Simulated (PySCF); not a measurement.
Molecule: `C1CCNC1`, C$_{4}$H$_{9}$N.

Molfile (atoms numbered from 1):
```
C4H9N
     RDKit          3D

 14 14  0  0  0  0  0  0  0  0999 V2000
   -0.0855   -1.1805   -0.0215 C   0  0  0  0  0  0  0  0  0  0  0  0
    1.1434   -0.2580    0.1256 C   0  0  0  0  0  0  0  0  0  0  0  0
    0.5323    1.1506    0.2722 C   0  0  0  0  0  0  0  0  0  0  0  0
   -0.7675    1.1114   -0.3759 N   0  0  0  0  0  0  0  0  0  0  0  0
   -1.2866   -0.2055   -0.0415 C   0  0  0  0  0  0  0  0  0  0  0  0
   -0.0328   -1.7631   -0.9542 H   0  0  0  0  0  0  0  0  0  0  0  0
   -0.1656   -1.9077    0.8009 H   0  0  0  0  0  0  0  0  0  0  0  0
    1.7771   -0.3069   -0.7741 H   0  0  0  0  0  0  0  0  0  0  0  0
    1.7824   -0.5308    0.9791 H   0  0  0  0  0  0  0  0  0  0  0  0
    0.3849    1.3871    1.3413 H   0  0  0  0  0  0  0  0  0  0  0  0
    1.1611    1.9498   -0.1478 H   0  0  0  0  0  0  0  0  0  0  0  0
   -0.6351    1.1693   -1.3847 H   0  0  0  0  0  0  0  0  0  0  0  0
   -2.0837   -0.5025   -0.7388 H   0  0  0  0  0  0  0  0  0  0  0  0
   -1.7440   -0.1572    0.9625 H   0  0  0  0  0  0  0  0  0  0  0  0
  1  2  1  0
  2  3  1  0
  3  4  1  0
  4  5  1  0
  5  1  1  0
  1  6  1  0
  1  7  1  0
  2  8  1  0
  2  9  1  0
  3 10  1  0
  3 11  1  0
  4 12  1  0
  5 13  1  0
  5 14  1  0
M  END
```

Spin–spin couplings on one PBE0-D3(BJ)/def2-SVP geometry, PySCF 2.14.0 with density-fitted response routines, gas phase, non-relativistic, equivalent pairs averaged (spin–dipole term only in couplings to heteroatoms); isotopes ¹³C, ¹H, ¹⁵N; basis pcJ-1.

Q: How do the couplings (Hz) change with the functional? Times are CPU seconds on shared hosts with different chips, so compare them loosely.

A: 
| functional | functions | ¹J(C3,H10) | ¹J(C1,H6) | ¹J(N4,H12) | ¹J(C1,C2) | ¹J(C1,C5) | ¹J(C3,N4) | ²J(H6,H7) | core-s |
| --- | --- | --- | --- | --- | --- | --- | --- | --- | --- |
| HF | 225 | 172.5 | 163.9 | -80.6 | 63.9 | 61.1 | -15.4 | -29.4 | 28 |
| LDA | 225 | 108.8 | 103.7 | -54.0 | 25.4 | 17.1 | 2.5 | -8.8 | 20 |
| PBE | 225 | 130.5 | 123.8 | -59.1 | 34.1 | 25.7 | 0.4 | -12.5 | 29 |
| KT2 | 225 | 137.9 | 130.2 | -61.4 | 26.6 | 17.5 | 3.8 | -17.2 | 28 |
| B3LYP | 225 | 142.6 | 135.5 | -65.0 | 39.0 | 32.0 | -2.4 | -14.1 | 24 |
| PBE0 | 225 | 135.0 | 128.1 | -62.0 | 37.2 | 30.8 | -2.2 | -14.7 | 35 |
| B97-2 | 225 | 128.8 | 122.0 | -60.1 | 36.9 | 30.2 | -2.3 | -12.8 | 30 |
| BHandHLYP | 225 | 153.3 | 145.7 | -70.4 | 46.0 | 40.8 | -6.4 | -17.3 | 57 |
| CAM-B3LYP | 225 | 140.0 | 133.1 | -64.6 | 38.3 | 32.2 | -3.1 | -14.4 | 76 |
